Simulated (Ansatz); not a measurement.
## Al: equation of state with r2SCAN

The system is Al.

```
CELL_PARAMETERS angstrom
2.81246 0.00000 0.00000
-1.40623 2.43566 0.00000
0.00000 0.00000 4.86685
ATOMIC_POSITIONS crystal
Al 0.33333 0.66667 0.25000
Al 0.66667 0.33333 0.75000
```

This isn't the form of Al at room conditions, which is fcc.

```
Program             : Ansatz 0.2.0
Task                : equation of state
Functional          : r2SCAN
Potentials or basis : Ansatz PAW
Cutoff              : 500 eV
Density cutoff      : 2000 eV
k mesh              : 11 × 11 × 6
Occupations         : fermi-dirac, width 0.05 eV
Spin                : no spin polarisation
```

```
Equilibrium volume                        : 16.10 Å³/atom
Bulk modulus at fixed shape and positions : 88 GPa
Pressure derivative of the bulk modulus   : 4.3
```

Energy against volume, from the lowest point:
| volume (Å³/atom) | energy (meV/atom) |
| --- | --- |
| 15.669 | 3.21 |
| 16.003 | 0.00 |
| 16.336 | 0.72 |
| 16.669 | 4.97 |
| 17.003 | 12.39 |
| 17.336 | 22.64 |
| 17.670 | 35.41 |

All runs of the series together: 47 s on 2 threads of Intel(R) Xeon(R) Processor @ 2.50GHz (Skylake/Cascade Lake), with other jobs on the host.

Caveat: the cell was scaled at fixed shape and fractional positions, which overstates the stiffness of a crystal with free parameters, most of all of layers and chains; the PAW data sets were made with another functional, which shifts forces and pressure a little.
